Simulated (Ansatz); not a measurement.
Reactions of C₈H₁₄O₂ (`CC(=O)OC1CCCCC1`).

Gas-phase electronic energies from Ansatz, PBE0-D4/def2-TZVP geometries. CBS: MP2 limit from def2 TZ/QZ plus the TZ coupled-cluster correction, frozen cores. This one scheme is used for every species. Each species was taken in one conformer, which may not be the lowest.

Question: Order these by ΔE at CCSD(T)/CBS, lowest first. (An estimate is asked.)
A. `CC(=O)OC1CCCCC1` + `OBF` → `CC(=O)OBF` + `OC1CCCCC1`
B. `CC(=O)OC1CCCCC1` + H₂O → `OC1CCCCC1` + acetic acid
C. `CC(=O)OC1CCCCC1` + H₂S → `SC1CCCCC1` + acetic acid
D. `CC(=O)OC1CCCCC1` + `O[SiH](F)F` → `CC(=O)O[SiH](F)F` + `OC1CCCCC1`

Answer: C (-0.39 eV), B (-0.10 eV), D (+0.09 eV), A (+0.25 eV).

Largest T1 diagnostic: 0.015, for `CC(=O)OBF`.
